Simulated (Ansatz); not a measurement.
# Pr: the cost of one run

Program: Ansatz 0.2.0. Level of theory: DFT PBE, scalar-relativistic, plane waves, PAW. These are calculated values, not measurements.

1 further run of the same task is left out (it didn't finish).

### Step 1. The structure to begin with

The structure is cubic, space group Fm-3m (No. 225). Conventional cell: a = 5.170 Å, b = 5.170 Å, c = 5.170 Å, α = 90.00°, β = 90.00°, γ = 90.00°. Pr (site symmetry m-3m) is surrounded by 12 Pr at 3.66 Å.

Structure file:

```
Pr
1.0
     0.00000    2.58480    2.58480
     2.58480    0.00000    2.58480
     2.58480    2.58480    0.00000
Pr
1
Direct
  0.00000 0.00000 0.00000
```

Starting moments: Pr 2.00 μB.

### Step 2. At the starting volume

The input, input.yaml:

```yaml
crystal:
  lattice:
    - [0.0, 2.5848034874, 2.5848034874]
    - [2.5848034874, 0.0, 2.5848034874]
    - [2.5848034874, 2.5848034874, 0.0]
  atoms:
    - { symbol: Pr, position: [0.0, 0.0, 0.0], spin: 2.0 }
basis:
  ecutwfc: 420
  ecutrho_ratio: 4
kpoints:
  mp_grid: { grid: [14, 14, 14] }
hamiltonian:
  xc: pbe
scf:
  occupations: { method: gaussian, width: 0.05 }
output:
  forces: true
  stress: true
  eigenvalues: true
  populations: true
magnetization:
  spin_polarized: true
```

What time and memory should one allow on 2 threads of an Arm CPU, shared host?

About 60 s, with a peak of 0.51 GiB.
